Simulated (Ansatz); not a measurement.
# BN (F-43m): all-electron equation of state

A script is to give an all-electron equation of state; the system is BN (F-43m).

Program: the Python package of Ansatz 0.2.0. Level of theory: DFT LDA, all-electron LAPW. These are calculated values, not measurements.

## 1. The system

Symmetry: F-43m, No. 216, cubic system. The conventional cell has a = 3.615 Å, b = 3.615 Å, c = 3.615 Å, α = 90.00°, β = 90.00°, γ = 90.00°. B (site symmetry -43m) has 4 N at 1.57 Å as nearest neighbours. Around N (site symmetry -43m) lie 4 B at 1.57 Å.

No structure file is read: the coordinates are typed or built in the script.

## 2. The code

bn.py

```python
# -*- coding: utf-8 -*-
import ansatz as az
from ase.eos import EquationOfState
from ase.units import GPa
import numpy as np

vectors0 = np.array([
    [0.0, 1.8075, 1.8075],
    [1.8075, 0.0, 1.8075],
    [1.8075, 1.8075, 0.0],
])
sites = [
    ("B", (0.0, 0.0, 0.0)),
    ("N", (0.25, 0.25, 0.25)),
]


def crystal_on(cell):
    crystal = az.Crystal(lattice=az.Lattice.of(cell))
    for symbol, position in sites:
        crystal = crystal.atom(symbol, position)
    return crystal


def main():
    volumes, energies = [], []
    for scale in np.linspace(0.94, 1.06, 7):
        cell = vectors0 * scale ** (1 / 3)
        job = (
            crystal_on(cell).calculation()
            .occupations("Fixed")
            .functional(az.Functional.LDA)
            .kpoints(9, 9, 9)
            .pseudopotentials("all_electron", lapw=True)
        )
        rep = job.run().report
        volumes.append(abs(np.linalg.det(cell)) / len(sites))
        energies.append(rep["free_energy_ev"] / len(sites))
        print(f"{scale:.3f} {volumes[-1]:9.4f} A^3/atom {energies[-1]:16.5f} eV/atom  (estimated basis error {1000 * rep['lapw_basis_errors']['total_ev_per_atom']:.2f} meV/atom)")
    v0, e0, bulk = EquationOfState(volumes, energies, eos="birchmurnaghan").fit()
    print(f"V0 = {v0:.4f} A^3/atom, B0 = {bulk / GPa:.1f} GPa")


if __name__ == "__main__":
    main()
```

## 3. Launch

Started as:

```sh
> python bn.py
```

Log:

```text
0.940    5.5509 A^3/atom      -1076.47103 eV/atom  (estimated basis error 0.13 meV/atom)
0.960    5.6690 A^3/atom      -1076.47814 eV/atom  (estimated basis error 0.13 meV/atom)
0.980    5.7871 A^3/atom      -1076.47879 eV/atom  (estimated basis error 0.13 meV/atom)
1.000    5.9052 A^3/atom      -1076.47355 eV/atom  (estimated basis error 0.13 meV/atom)
1.020    6.0233 A^3/atom      -1076.46296 eV/atom  (estimated basis error 0.13 meV/atom)
1.040    6.1414 A^3/atom      -1076.44751 eV/atom  (estimated basis error 0.13 meV/atom)
1.060    6.2595 A^3/atom      -1076.42765 eV/atom  (estimated basis error 0.13 meV/atom)
V0 = 5.7399 A^3/atom, B0 = 402.5 GPa
```

Wall time 16 s (1 thread of Intel Xeon 6975P-C (Granite Rapids), shared host); peak memory 0.34 GiB.

Lines on the test bed's own set-up are left out of the output.

A comment line of the script is reworded here; the code is as run.

## 4. The engine's runs

From the records of these 7 runs:

```
run  volume (Å³/atom)  energy from run 3 (meV/atom)  gap on the mesh (eV)  SCF cycles  CPU time (s)
  1             5.551                          7.76                  4.59           7           2.2
  2             5.669                          0.64                  4.56           7           2.1
  3             5.787                          0.00                  4.54           7           2.2
  4             5.905                          5.24                  4.51           7           2.1
  5             6.023                         15.82                  4.48           7           2.1
  6             6.141                         31.27                  4.45           7           2.1
  7             6.260                         51.14                  4.43           6           1.9
```

## 5. Summary of results

```
                      quantity           value
                 runs compared               7
               range of energy  51.14 meV/atom
lowest point, volume (Å³/atom)           5.787
      equilibrium volume (fit)    5.74 Å³/atom
            bulk modulus (fit)         403 GPa
```

What this shows: A third-order Birch-Murnaghan fit through the 7 points has its minimum at 5.74 Å³ an atom, 2.8 % below the typed cell, with a bulk modulus of 403 GPa and dB/dP = 3.7. From that minimum the energy rises by 8.2 meV an atom on the compressed side and 51.6 meV on the expanded side. All-electron totals depend on functional, relativistic treatment and basis; only differences at equal settings carry meaning.
